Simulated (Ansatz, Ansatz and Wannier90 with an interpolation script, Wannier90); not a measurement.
# Settings in Wannier-interpolated G0W0: BP (F-43m)

Wanted: errors and cost of interpolated bands of BP (F-43m) under coarser or faulty settings.

Program: Wannier90 4.0.3. Level of theory: maximally localised Wannier functions from the overlaps of LDA states (plane waves, PAW). Results are calculated unless marked as measured.

Most raw output is cut from this account.

### Step 1. The starting structure

Symmetry: F-43m, No. 216, cubic system. Conventional cell: a = 4.538 Å, b = 4.538 Å, c = 4.538 Å, α = 90.00°, β = 90.00°, γ = 90.00°. B has 4 P at 1.97 Å nearest. Nearest to P lie 4 B at 1.97 Å. Farther neighbours are not listed.

As a file:

```cif
data_structure
_symmetry_space_group_name_H-M 'F-43m'
_symmetry_Int_Tables_number 216
_cell_length_a 4.5380
_cell_length_b 4.5380
_cell_length_c 4.5380
_cell_angle_alpha 90.000
_cell_angle_beta 90.000
_cell_angle_gamma 90.000
_cell_volume 93.45
loop_
_atom_site_label
_atom_site_type_symbol
_atom_site_symmetry_multiplicity
_atom_site_Wyckoff_symbol
_atom_site_fract_x
_atom_site_fract_y
_atom_site_fract_z
_atom_site_occupancy
B1 B 4 a 0.00000 0.00000 0.00000 1
P1 P 4 c 0.25000 0.25000 0.25000 1
```

The cell and positions come from the Crystallography Open Database and are kept as given unless a step says otherwise.

### Step 2. Wannier model on 16×16×16, by Wannier90

Localised functions give a small Hamiltonian that interpolates between mesh points at no cost.

The input, w.win:

```
num_iter = 1200
conv_tol = 1.0e-8
conv_window = 5
dis_num_iter = 4000
dis_conv_tol = 1.0e-8
dis_mix_ratio = 0.7
write_hr = true
use_ws_distance = false
num_print_cycles = 50
! ansatz wannier90 interface
! projections by site (counted from 0) and shell: 0 2S, 0 2P, 1 3P
! states of the run's bands (counted from 1): 1-14
num_bands = 14
num_wann  = 7
dis_win_min = -0.1
dis_win_max = 27.23
dis_froz_min = -0.1
dis_froz_max = 13.24
guiding_centres = true

begin unit_cell_cart
Ang
                      0.0                    2.269                    2.269
                    2.269                      0.0                    2.269
                    2.269                    2.269                      0.0
end unit_cell_cart

begin atoms_frac
B                        0.0                      0.0                      0.0
P                       0.75                     0.75                     0.75
end atoms_frac

mp_grid = 16 16 16

[... the mesh's points ...]
```

Launch:

```bash
$ OMP_NUM_THREADS=1 mpirun -n 8 wannier90.x w > wannier90.x.log
```

It took 23 s on 8 MPI ranks of Arm Neoverse V2, shared host; 3 min of CPU time.

This step gave:

```
gauge-invariant spread     : 11.87 Å²
diagonal spread            : 0.1147 Å²
off-diagonal spread        : 3.968 Å²
total spread               : 15.95 Å²
disentanglement steps      : 471
r.m.s. interpolation error : 0.01278 eV
r.m.s. error near the gap  : 0.01825 eV
```

Near the gap the model misses directly solved bands by 18.2 meV r.m.s. and by 151 meV at most in the window tested. This tests the starting bands, not the corrections carried with them.

### Step 3. Wannier model on 16×16×16, by the program's own minimiser

This step: maximally localised Wannier functions, LDA, plane waves, PAW.

The input, input.yaml:

```yaml
crystal:
  lattice:
    - [0.0, 2.269, 2.269]
    - [2.269, 0.0, 2.269]
    - [2.269, 2.269, 0.0]
  atoms:
    - { symbol: B, position: [0.0, 0.0, 0.0] }
    - { symbol: P, position: [0.75, 0.75, 0.75] }
kpoints:
  mp_grid: { grid: [8, 8, 8] }
hamiltonian:
  xc: lda
scf:
  occupations: { method: fixed }
  n_extra_bands: 30
output:
  wannier:
    kmesh: [16, 16, 16]
    projections:
      - { species: B, l: s, shell: 2 }
      - { species: B, l: p, shell: 2 }
      - { species: P, l: p, shell: 3 }
    minimise: true
    write_hr: true
    seedname: w
    conv_tol: 1.0e-06
    max_iter: 20000
    stability_check: false
    disentanglement:
      window: [-0.1, 27.23]
      frozen_window: [-0.1, 13.24]
      conv_tol: 1.0e-08
```

Launch:

```bash
$ ansatz run input.yaml --threads 12 --pin off --max-ram 22118MiB --backend cpu --events-out ev --progress --plain --runs-dir out
```

Elapsed: 12 s, on 12 threads; peak memory 1.6 GiB; 46 s of CPU time.

This step gave:

```
gauge-invariant spread     : 11.87 Å²
diagonal spread            : 0.1145 Å²
off-diagonal spread        : 3.967 Å²
total spread               : 15.95 Å²
least projectability       : 0.06184
localisation steps         : 83
disentanglement steps      : 447
r.m.s. interpolation error : 0.01277 eV
r.m.s. error near the gap  : 0.01824 eV
```

Near the gap the model misses directly solved bands by 18.2 meV r.m.s. and by 151 meV at most in the window tested. This tests the starting bands, not the corrections carried with them.

Frozen up to 4.19 eV; above it the model need not follow the bands. Electronic bands along the path, in eV, zero at the valence-band top; v1 is the highest filled band, c1 the lowest empty one:

```csv
point,v3,v2,v1,c1,c2,c3,c4
Γ,0.00,0.00,0.00,3.38,3.38,3.38,7.49
halfway,-3.64,-2.73,-2.73,1.76,5.53,7.64,7.64
X,-8.49,-4.10,-4.10,1.30,1.55,11.94,11.94
halfway,-8.37,-5.06,-3.95,1.58,2.92,11.22,11.55
U,-8.06,-6.24,-3.49,2.08,6.72,9.63,10.58
jump to K,-8.06,-6.24,-3.49,2.08,6.72,9.63,10.58
halfway,-4.87,-3.87,-1.08,4.61,5.04,6.54,8.65
Γ,0.00,0.00,0.00,3.38,3.38,3.38,7.49
halfway,-4.82,-1.11,-1.11,3.97,4.80,4.80,9.50
L,-9.01,-1.75,-1.75,3.76,5.00,5.00,10.45
halfway,-8.41,-4.50,-3.11,4.10,5.52,8.48,10.03
W,-7.94,-5.69,-5.49,5.56,7.44,7.49,8.93
halfway,-8.26,-4.93,-4.87,2.84,3.27,10.27,11.33
X,-8.49,-4.10,-4.10,1.30,1.55,11.94,11.94
```

The same for Kohn-Sham, solved directly:

```csv
point,v3,v2,v1,c1,c2,c3,c4
Γ,0.00,0.00,0.00,3.38,3.38,3.38,7.35
X,-8.49,-4.10,-4.10,1.30,1.55,11.94,11.94
U,-8.06,-6.24,-3.49,2.08,5.91,9.62,10.51
K,-8.06,-6.24,-3.49,2.08,5.91,9.62,10.51
Γ,0.00,0.00,0.00,3.38,3.38,3.38,7.35
L,-9.01,-1.75,-1.75,3.76,4.67,4.67,9.92
W,-7.94,-5.69,-5.49,5.23,6.65,7.15,7.44
X,-8.49,-4.10,-4.10,1.30,1.55,11.94,11.94
```

### Step 4. Wannier model on 8×8×8, by Wannier90

This step: maximally localised Wannier functions from the overlaps of LDA states (plane waves, PAW).

Changes to w.win since step 2:

```diff
@@ -32,3 +32,3 @@
 
-mp_grid = 16 16 16
+mp_grid = 8 8 8
```

Launch:

```bash
$ OMP_NUM_THREADS=1 mpirun -n 8 wannier90.x w > wannier90.x.log
```

Elapsed: 2.1 s, on 8 MPI ranks.

This step gave:

| Property | Result |
| --- | --- |
| gauge-invariant spread | 10.99 Å² |
| diagonal spread | 0.1067 Å² |
| off-diagonal spread | 3.845 Å² |
| total spread | 14.95 Å² |
| disentanglement steps | 160 |
| r.m.s. interpolation error | 0.04581 eV |
| r.m.s. error near the gap | 0.06384 eV |

Near the gap the model misses directly solved bands by 63.8 meV r.m.s. and by 633 meV at most in the window tested. This tests the starting bands, not the corrections carried with them.

Frozen up to 4.19 eV; above it the model need not follow the bands. Electronic bands along the path, in eV, zero at the valence-band top; v1 is the highest filled band, c1 the lowest empty one:

```csv
point,v3,v2,v1,c1,c2,c3,c4
Γ,0.00,0.00,0.00,3.38,3.38,3.38,7.47
halfway,-3.64,-2.73,-2.73,1.76,6.01,7.64,7.64
X,-8.49,-4.10,-4.10,1.30,1.55,11.94,11.94
halfway,-8.32,-5.06,-3.93,1.60,2.95,11.21,11.57
U,-8.06,-6.24,-3.49,2.08,6.73,9.63,10.62
jump to K,-8.06,-6.24,-3.49,2.08,6.73,9.63,10.62
halfway,-4.87,-3.88,-1.06,4.71,5.07,6.60,8.77
Γ,0.00,0.00,0.00,3.38,3.38,3.38,7.47
halfway,-4.82,-1.11,-1.11,3.97,4.83,4.83,9.51
L,-9.01,-1.75,-1.75,3.76,5.11,5.11,10.70
halfway,-8.41,-4.50,-3.11,4.10,5.66,8.49,10.11
W,-7.94,-5.69,-5.49,5.60,7.44,7.51,8.89
halfway,-8.26,-4.93,-4.87,2.84,3.27,10.28,11.33
X,-8.49,-4.10,-4.10,1.30,1.55,11.94,11.94
```

The same for Kohn-Sham, solved directly:

(Unchanged from step 3.)

### Step 5. G0W0: 8×8×8 mesh, 107 empty bands, screening to 160 eV

Now the one-shot GW correction: screening in the RPA, then the self-energy of the levels asked for.

This step: G0W0 on LDA, plane waves, PAW.

input.yaml, the sections that differ from step 3:

```yaml
scf:
  occupations: { method: fixed }
gw:
  n_empty_bands: 107
  ecut_chi: 160.0
  qp_bands: [v3, c3]
  screening: { model: contour_deformation }
# crystal, kpoints, hamiltonian: as in step 3
# output: removed
```

Launch:

```bash
$ ansatz run input.yaml --threads 12 --pin off --max-ram 22118MiB --backend cpu --events-out ev --progress --plain --runs-dir out
```

Wall time 2.5 min (12 threads); peak memory 0.61 GiB; 8.5 min of CPU time.

The G0W0 gap on the mesh is 1.946 eV.

### Step 6. G0W0: 4×4×4 mesh, 107 empty bands, screening to 160 eV

Changes to input.yaml since step 5:

```diff
@@ -9,3 +9,3 @@
 kpoints:
-  mp_grid: { grid: [8, 8, 8] }
+  mp_grid: { grid: [4, 4, 4] }
 hamiltonian:
```

Elapsed: 4.1 s, on 12 threads; peak memory 0.46 GiB.

The G0W0 gap on the mesh is 1.926 eV.

### Step 7. G0W0: 8×8×8 mesh, 49 empty bands, screening to 96 eV

input.yaml, the sections that differ from step 6:

```yaml
kpoints:
  mp_grid: { grid: [8, 8, 8] }
gw:
  n_empty_bands: 49
  ecut_chi: 96
  qp_bands: [v3, c3]
  screening: { model: contour_deformation }
# crystal, hamiltonian, scf: as in step 6
```

Elapsed: 35 s, on 12 threads; peak memory 0.34 GiB; 2.2 min of CPU time.

The G0W0 gap on the mesh is 1.838 eV.

### Step 8. G0W0: 8×8×8 mesh, 107 empty bands, screening to 160 eV, plasmon pole

input.yaml, the sections that differ from step 7:

```yaml
gw:
  n_empty_bands: 107
  ecut_chi: 160.0
  qp_bands: [v3, c3]
  screening: { model: godby_needs }
# crystal, kpoints, hamiltonian, scf: as in step 7
```

Elapsed: 85 s, on 12 threads; peak memory 1 GiB.

The G0W0 gap on the mesh is 1.911 eV.

### Step 9. Interpolated results

Times are wall times on 12 threads of Arm Neoverse V2, shared host, good to a factor of about two.

```csv
GW mesh,empty bands,cutoff (eV),frequency,gap on mesh (eV),gap over zone (eV),direct gap (eV),valence width (eV),GW time
8×8×8,107,160,contour deformation,1.946,1.900,4.294,9.188,2.5 min
4×4×4,107,160,contour deformation,1.926,1.832,4.272,9.221,4.1 s
8×8×8,49,96,contour deformation,1.838,1.786,4.217,9.308,35 s
8×8×8,107,160,plasmon pole,1.911,1.861,4.273,9.359,85 s
```

### Step 10. Results

* 8×8×8 mesh, 107 empty bands, screening to 160 eV: 1.90 eV
* 4×4×4 mesh, 107 empty bands, screening to 160 eV: 1.83 eV
* 8×8×8 mesh, 49 empty bands, screening to 96 eV: 1.79 eV
* 8×8×8 mesh, 107 empty bands, screening to 160 eV, plasmon pole: 1.86 eV

**Reading.** The largest change, −0.11 eV in the gap over the zone, comes with 8×8×8 mesh, 49 empty bands, screening to 96 eV. The first run is a reference, not a converged one, and where a row moves several settings no single cause can be named. Rows on another GW mesh add that mesh's corrections to the bands of the one model. The program's own minimiser ends at the same spread as the first model, 16.0 Å², from the same trial orbitals; this need not be the lowest minimum. Coarser Wannier mesh (8×8×8): the miss near the gap goes from 18 (the model on 16×16×16) to 64 meV and the total spread from 16.0 to 14.9 Å². With 4×4×4 mesh, 107 empty bands, screening to 160 eV the gap over the zone moves by −0.07 eV and that on the mesh by −0.02 eV. With 8×8×8 mesh, 49 empty bands, screening to 96 eV the gap over the zone moves by −0.11 eV and that on the mesh by −0.11 eV. With 8×8×8 mesh, 107 empty bands, screening to 160 eV, plasmon pole the gap over the zone moves by −0.04 eV and that on the mesh by −0.04 eV. Gaps over the zone and on the mesh differ where an edge lies off the mesh, or where a GW run starts from another density: the starting gap over the zone is 1.183 eV, on the GW meshes it is 1.216 eV and 1.273 eV.

[Paths, hosts, dates, memory and timing lines, banners, echoed tables and standing remarks are left out of the program output.]

[Logs are printed without paths, hosts, clocks, repeated set-up lines and the standing remarks that a program may print on its own settings, such as how far it seeks lower states.]

[Runs of the session that timed out or met a known fault of the program may be left out.]

[Hosts, paths, dates, database ids (printed as entryN), source tags and the programs' standing remarks are cut or masked in the printed files.]
